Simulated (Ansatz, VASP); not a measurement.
Two plane-wave programs on BeTe

Contents of POSCAR:

```
BeTe
1.0
    0.0000000000      2.8286236274      2.8286236274
    2.8286236274      0.0000000000      2.8286236274
    2.8286236274      2.8286236274      0.0000000000
Be Te
1 1
Direct
    0.0000000000      0.0000000000      0.0000000000
    0.2500000000      0.2500000000      0.2500000000
```

The input INCAR.step1:

```
PREC = Accurate
ENCUT = 520
ISMEAR = 0
SIGMA = 0.01
LREAL = False
LASPH = True
NELM = 100
NBANDS = 11
GGA = PE
ALGO = Normal
EDIFF = 1E-4
LWAVE = True
LCHARG = False
```

File INCAR.step2:

```
PREC = Accurate
ENCUT = 520
EDIFF = 1E-6
ISMEAR = 0
SIGMA = 0.01
LREAL = False
LASPH = True
NELM = 100
ALGO = Normal
ISIF = 2
LWAVE = False
LCHARG = True
METAGGA = R2SCAN
LMIXTAU = True
LELF = True
LVHAR = True
NBANDS = 11
ISTART = 1
```

File KPOINTS:

```
regular mesh
0
Gamma
  8 8 8
```

Input for Ansatz:

```yaml
crystal:
  lattice:
    - [0.0, 2.8286236274, 2.8286236274]
    - [2.8286236274, 0.0, 2.8286236274]
    - [2.8286236274, 2.8286236274, 0.0]
  atoms:
    - { symbol: Be, position: [0.0, 0.0, 0.0] }
    - { symbol: Te, position: [0.25, 0.25, 0.25] }
kpoints:
  mp_grid: { grid: [8, 8, 8] }
  band_path:
    path:
      - [0.0, 0.0, 0.0]
      - [-0.5, -0.5, 0.0]
      - [-0.375, -0.375, 0.25]
      - [-0.375, 0.0, 0.375]
      - [0.0, 0.0, 0.5]
      - [-0.5, -0.25, 0.25]
    npoints: 1
hamiltonian:
  xc: r2scan
scf:
  occupations: { method: fixed }
  n_extra_bands: 4
output:
  forces: true
  stress: true
  eigenvalues: true
```

The cell was built by a generator and needn't be a form met in nature.

Alike in both runs: task single point; functional r2SCAN; k mesh 8 × 8 × 8; no spin polarisation.

```csv
,VASP,Ansatz
version,VASP 6.6.1,Ansatz 0.2.0
potentials or method,"VASP PAW PBE potentials, release 64 (Be, Te)","plane waves, PAW"
plane-wave cutoff (eV),520,500
occupations,"gaussian, width 0.01 eV",fixed
valence electrons in the cell,8,18
```

```tsv
	VASP	Ansatz	Ansatz less VASP
gap on the k mesh at the Fermi level (eV)	2.37	2.38	+0.006
pressure (GPa)	0.2	0.0	-0.16
```

The two sets of potentials don't hold the same shells in valence.

Caveats: the PAW data sets were made with another functional, which shifts forces and pressure a little (VASP); spin-orbit coupling is left out, which moves the levels of the heavy elements. r2SCAN opens gaps a little over a GGA but as a rule still falls short of measured ones. A k mesh can miss the band edges.
